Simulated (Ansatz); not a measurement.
Si: one input, then a changed one

The cell is built from the hcp type as a first guess.

First run: DFT, PBE, PAW with Ansatz's default frozen-core files, scalar-relativistic (Ansatz 0.2.0).

Command: `ansatz run input.yaml --threads 1 --pin off --max-ram 2048MiB --backend cpu --events-out ev --progress --plain --runs-dir out` The run took about 12 s on 1 thread of a shared machine.

```yaml
crystal:
  lattice:
    - [2.5123336524, 0.0, 0.0]
    - [-1.2561668262, 2.1757447658, 0.0]
    - [0.0, 0.0, 4.0699805169]
  atoms:
    - { symbol: Si, position: [0.3333333333, 0.6666666667, 0.25] }
    - { symbol: Si, position: [0.6666666667, 0.3333333333, 0.75] }
kpoints:
  mp_grid: { grid: [15, 15, 8] }
scf:
  occupations: { method: fermi_dirac, width: 0.05 }
hamiltonian:
  xc: pbe
  pseudopotentials: { kind: paw }
output:
  forces: true
  stress: true
  write_density: true
  write_potential: true
  elf: true
  volumetric_format: npy
relax:
  f_tol: 0.005
  max_steps: 80
  cell: {}
```

Result: converged; relaxed volume 14.322 Å³/atom; 62 SCF iterations in all.

The input is then changed:

```diff
@@ -8,7 +8,8 @@
     - { symbol: Si, position: [0.6666666667, 0.3333333333, 0.75] }
 kpoints:
-  mp_grid: { grid: [15, 15, 8] }
+  mp_grid: { grid: [19, 19, 10] }
 scf:
   occupations: { method: fermi_dirac, width: 0.05 }
+  lower_state_search: "off"
 hamiltonian:
   xc: pbe
```

Problem. What does the second run give?

Solution. It converged; relaxed volume 14.379 Å³/atom; 62 SCF iterations in all.
